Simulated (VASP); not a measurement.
# SnTe: equation of state with PBE

Crystal: SnTe.

```
Te Sn
1.0
     3.90470    0.00000    0.00000
     0.00000    3.90470    0.00000
     0.00000    0.00000    3.90470
Te Sn
1 1
Direct
  0.50000 0.50000 0.50000
  0.00000 0.00000 0.00000
```

Measurements of this composition are mostly on another form, of space group No. 225.

```yaml
Program: VASP 6.6.1
Task: equation of state
Functional: PBE
Potentials_or_basis: VASP PAW PBE potentials, release 64 (Te, Sn_d)
Cutoff: 520 eV
k_mesh: 7 × 7 × 7
Occupations: fermi-dirac, width 0.05 eV
Spin: no spin polarisation
```

```json
{
 "Equilibrium volume": "28.88 Å³/atom",
 "Bulk modulus": "39 GPa",
 "Pressure derivative of the bulk modulus": "6.2"
}
```

Energy against volume, from the lowest point:
| volume (Å³/atom) | energy (meV/atom) |
| --- | --- |
| 27.981 | 3.31 |
| 28.576 | 0.05 |
| 29.172 | 0.00 |
| 29.767 | 2.69 |
| 30.362 | 7.74 |
| 30.958 | 14.83 |
| 31.553 | 23.66 |

All runs of the series together: 58 s on 1 thread of Intel(R) Xeon(R) 6975P-C (Granite Rapids), on a shared host.

Spin-orbit coupling is left out, which matters for the levels of Te.
